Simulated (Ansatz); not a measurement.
**Cancellation of cutoff errors in Al$_{3}$Cu$_{2}$**

Theory: DFT PBEsol, scalar-relativistic, plane waves, PAW in Ansatz 0.2.0.

```xyz
5
Lattice="4.0920 0.0000 0.0000 -2.0460 3.5437 0.0000 0.0000 0.0000 4.9928" Properties=species:S:1:pos:R:3 pbc="T T T"
Al    0.0000    0.0000    0.0000
Al    0.0000    2.3625    1.7471
Al    2.0460    1.1812    3.2457
Cu    0.0000    2.3625    4.1915
Cu    2.0460    1.1812    0.8013
```

```json
{
 "Γ-centred k-mesh": "12×12×8",
 "occupation rule": "Gaussian smearing, 0.1 eV",
 "spin treatment": "unpolarised"
}
```

A second cell has all atoms moved and the lattice slightly strained:

```yaml
crystal:
  lattice:
    - [4.04727, 0.00740, 0.02004]
    - [-2.01722, 3.48311, -0.01205]
    - [0.02445, -0.00286, 4.98070]
  atoms:
    - { symbol: Al, position: [0.99914, 0.99770, 0.99621] }
    - { symbol: Al, position: [0.32394, 0.61520, 0.32464] }
    - { symbol: Al, position: [0.63611, 0.32164, 0.65240] }
    - { symbol: Cu, position: [0.29369, 0.65587, 0.85498] }
    - { symbol: Cu, position: [0.64885, 0.29109, 0.12956] }
```

It ran on a 8×8×6 mesh, another than the first cell's, which shifts the difference by nearly the same amount at every cutoff. Both were run at several values of the cutoff; energies per atom at zero smearing, errors against the largest value (600 eV), which isn't proved converged itself.

```tsv
cutoff	error, first cell (meV)	error, second cell (meV)
200 eV	6382.11	6360.71
250 eV	1103.86	1110.36
300 eV	141.66	144.56
350 eV	12.05	12.71
420 eV	1.18	1.19
```

Task: At the largest value the second cell lies 83.70 meV/atom above the first. What is the error of that difference at each value, and where does each quantity come within 1 meV/atom?

Result: The error of the difference is the second cell's error less the first's:
```tsv
cutoff	difference (meV)	its error (meV)
200 eV	62.30	-21.40
250 eV	90.20	6.50
300 eV	86.60	2.90
350 eV	84.36	0.66
420 eV	83.71	0.01
```

No value below the largest brings the first cell's total energy within 1 meV/atom, while the difference is there from 350 eV on. Most of the error cancels, by a factor of about 170 in the median. A missing short wave mostly misdescribes the region near each nucleus, which both cells share; what doesn't cancel comes largely from the change of volume and bonding.

The slow convergence of the total energies probably comes mainly from copper: its compact, nodeless 3d shell needs much shorter waves than the smooth 3s and 3p states of aluminium. Both cells hold the same atoms, and a fixed cutoff gives them the same spatial resolution even though their volumes differ, so this large atomic-like part drops out of the difference.

Each total energy falls towards its limit from above as the basis grows, but the difference has no such bound. Its error is -21.40 meV at 200 eV and 6.50 meV at 250 eV, so a cutoff in between could give nearly the right difference by accident, with both total energies still far off. The steady decline from 250 eV onwards is therefore better evidence of convergence than any single small error. Relative to the total-energy error, the cancellation is in fact weakest at 350 eV, where the difference first meets the target. The same cutoff need not suffice for energy comparisons in which the numbers of copper and aluminium atoms don't balance.
